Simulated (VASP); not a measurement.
# BN (strained database structure): one r²SCAN single-point calculation in two programs

```cif
data_structure
_symmetry_space_group_name_H-M 'P 1'
_symmetry_Int_Tables_number 1
_cell_length_a 3.5868
_cell_length_b 3.5868
_cell_length_c 3.5868
_cell_angle_alpha 42.774
_cell_angle_beta 42.774
_cell_angle_gamma 42.774
_cell_volume 19.28
loop_
_atom_site_label
_atom_site_type_symbol
_atom_site_fract_x
_atom_site_fract_y
_atom_site_fract_z
_atom_site_occupancy
B1 B 0.99975 0.99975 0.99975 1
N1 N 0.33269 0.33269 0.33269 1
```

The two codes use different PAW datasets and cutoffs. VASP's cell holds 8 valence electrons and Ansatz's 8. Ansatz's stress includes a Pulay correction; VASP's doesn't.

Cutoffs: 520 eV in VASP, 500 eV in Ansatz. k meshes: 12×12×12 and 12×12×12.

```csv
,VASP,Ansatz
gap between bands v and c,4.39 eV,4.37 eV
least direct gap,5.03 eV,4.98 eV
pressure,-27.2 GPa,-27.5 GPa
```

Band v is the last that the valence electrons fill when counted band by band, and c is the next. Levels in eV from the top of v, Ansatz:

| point | v−1 | v | c | c+1 |
| --- | --- | --- | --- | --- |
| Γ | -1.50 | -1.50 | 5.57 | 11.33 |
| T | -1.54 | -1.54 | 10.58 | 10.79 |
| H_2 | -6.91 | -0.53 | 5.03 | 12.36 |
| H_0 | -6.91 | -0.53 | 5.03 | 12.36 |
| L | -4.05 | -0.48 | 5.57 | 9.28 |
| S_0 | -7.18 | -0.23 | 4.82 | 12.37 |
| S_2 | -7.18 | -0.23 | 4.82 | 12.37 |
| F | -4.15 | -1.23 | 4.37 | 9.07 |

VASP:

| point | v−1 | v | c | c+1 |
| --- | --- | --- | --- | --- |
| Γ | -1.51 | -1.51 | 5.59 | 11.27 |
| T | -1.54 | -1.54 | 10.59 | 10.86 |
| H_2 | -6.92 | -0.53 | 5.07 | 12.37 |
| H_0 | -6.92 | -0.53 | 5.07 | 12.37 |
| L | -4.05 | -0.47 | 5.60 | 9.29 |
| S_0 | -7.18 | -0.23 | 4.86 | 12.38 |
| S_2 | -7.18 | -0.23 | 4.86 | 12.38 |
| F | -4.15 | -1.22 | 4.39 | 9.08 |
